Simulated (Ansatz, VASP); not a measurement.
## Two plane-wave programs on Be

INCAR

```
SYSTEM = Be
ALGO = Fast
EDIFF = 1E-6
ENCUT = 520
GGA = PS
ISIF = 2
ISMEAR = 0
LASPH = .True.
LCHARG = .False.
LREAL = .False.
LWAVE = .False.
NBANDS = 9
NELM = 80
PREC = Accurate
SIGMA = 0.15
```

File KPOINTS:

```
k-points
0
Gamma
  24 24 14
  0 0 0
```

Contents of POSCAR:

```
Be
1.0
    2.3569895345      0.0000000000      0.0000000000
   -1.1784947673      2.0412128133      0.0000000000
    0.0000000000      0.0000000000      3.5108775000
Be
2
Direct
    0.3333333333      0.6666666667      0.2500000000
    0.6666666667      0.3333333333      0.7500000000
```

Input for Ansatz:

```yaml
crystal:
  lattice:
    - [2.3569895345, 0.0, 0.0]
    - [-1.1784947673, 2.0412128133, 0.0]
    - [0.0, 0.0, 3.5108775]
  atoms:
    - { symbol: Be, position: [0.3333333333, 0.6666666667, 0.25] }
    - { symbol: Be, position: [0.6666666667, 0.3333333333, 0.75] }
basis:
  ecutwfc: 420
kpoints:
  mp_grid: { grid: [24, 24, 14] }
hamiltonian:
  xc: pbesol
scf:
  occupations: { method: gaussian, width: 0.15 }
output:
  forces: true
  stress: true
  eigenvalues: true
```

Change from the starting cell: strain +0.025 along x and y, -0.025 along z, atoms carried along.

Alike in both runs: task single point; functional PBEsol; k mesh 24 × 24 × 14; occupations gaussian, width 0.15 eV; no spin polarisation.

|  | VASP | Ansatz |
| --- | --- | --- |
| version | VASP 6.6.1 | Ansatz 0.2.0 |
| potentials or method | VASP PAW PBE potentials, release 64 (Be) | scalar-relativistic, plane waves, PAW |
| plane-wave cutoff (eV) | 520 | 420 |
| valence electrons in the cell | 4 | 4 |

```csv
,VASP,Ansatz,Ansatz less VASP
gap on the k mesh at the Fermi level (eV),none,none,-
pressure (GPa),-7.0,-7.3,-0.31
largest component of the traceless stress (GPa),9.68,9.61,-0.069
```

A gap of «none» marks a metal or a gap that the smearing closes. With one functional, cell and mesh, what is left measures potentials, basis and numerics.

Caveats: the PAW data sets were made with another functional, which shifts forces and pressure a little (VASP).
